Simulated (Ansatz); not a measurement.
The system is FeO.

```
Fe O
1.0
     1.51768    0.87623    2.51579
    -1.51768    0.87623    2.51579
     0.00000   -1.75247    2.51579
Fe O
1 1
Direct
  0.00000 0.00000 0.00000
  0.50000 0.50000 0.50000
```

Base run:

```yaml
Program: Ansatz 0.2.0
Functional: LDA
Potentials_or_basis: Ansatz PAW
Cutoff: 420 eV
Density_cutoff: 1680 eV
k_mesh: 11 × 11 × 11
Occupations: fermi-dirac, width 0.05 eV
Spin: collinear spin, ferromagnetic start
Starting_moments: "[3.0, 0.0] μB"
Hubbard_terms: Fe d U = 5 eV
```

Its results: band gap on the k mesh 1.12 eV, indirect (least direct gap 3.06 eV); pressure -2.7 GPa; net moment 4.00 μB per cell; site moments Fe +3.48; O +0.21 μB.

Problem. The run is repeated on the same cell with these changes: hubbard terms from Fe d U = 5 eV to Fe d U = 6 eV. What comes out?

Solution. Band gap on the k mesh 1.23 eV, indirect (least direct gap 3.07 eV); pressure -1.1 GPa; net moment 4.00 μB per cell; site moments Fe +3.49; O +0.18 μB.

Caveats: the magnetic or orbital state may not be the lowest; odd divisions of the mesh miss points on the zone boundary, where band edges often lie, so the gap on the mesh can be too wide; a cell with one magnetic atom can't hold antiferromagnetic order, which such compounds often take; the PAW data sets come from PBE, with cores solved anew for the run's functional, which leaves a small shift of forces and pressure; the density of states is complete only up to the lowest level of the last band computed.

A k mesh can miss the band edges.

Not every run made on this cell is shown here.
